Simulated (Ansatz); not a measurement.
The system is WS2.

```xyz
3
Lattice="2.5917 0.0000 0.0000 0.0000 2.5917 0.0000 0.0000 0.0000 9.2342" Properties=species:S:1:pos:R:3 pbc="T T T"
W     1.2959    1.2959    4.6171
S     1.2959    1.2959    7.0702
S     1.2959    1.2959    2.1639
```

The cell was built by a generator and needn't be a form met in nature.

```yaml
Program: Ansatz 0.2.0
Task: relaxation of cell and atoms
Functional: PBEsol
Potentials_or_basis: all-electron LAPW, scalar-relativistic
Basis_error_allowed: 0.002 eV/atom
k_mesh: 8 × 8 × 2
Occupations: fermi-dirac, width 0.05 eV
Spin: no spin polarisation
```

At the start: volume 20.68 Å³/atom.

Task: Where does the relaxation end?

Result: Over 10 steps the energy falls by 12.8 meV/atom and the volume is 18.28 Å³/atom (-11.6 %); space group P4/mmm (No. 123, to 0.05 Å).

The path:
| step | energy change (eV) | largest force (eV/Å) | volume (Å³) |
| --- | --- | --- | --- |
| 1 | 0.0000 | 0.3211 | 62.03 |
| 2 | -0.0198 | 0.1769 | 59.68 |
| 3 | -0.0264 | 0.0019 | 60.12 |
| 4 | -0.0271 | 0.0003 | 59.74 |
| 5 | -0.0339 | 0.0875 | 56.70 |
| 6 | -0.0363 | 0.0359 | 56.13 |
| 7 | -0.0371 | 0.0266 | 55.79 |
| 8 | -0.0383 | 0.0058 | 55.08 |
| 9 | -0.0384 | 0.0012 | 54.84 |
| 10 | -0.0385 | 0.0013 | 54.84 |

Final structure:
```
W S
1.0
     2.56048    0.00000    0.00000
     0.00000    2.56048    0.00000
     0.00000    0.00000    8.36543
W S
1 2
Direct
  0.50000 0.50000 0.50000
  0.50000 0.50000 0.79001
  0.50000 0.50000 0.20999
```

Caveat: the k mesh is thin for a metal, which can move the energy by tens of meV per atom; this functional lacks dispersion, which binds the layers, so the pressure and a relaxed spacing across them are unreliable.
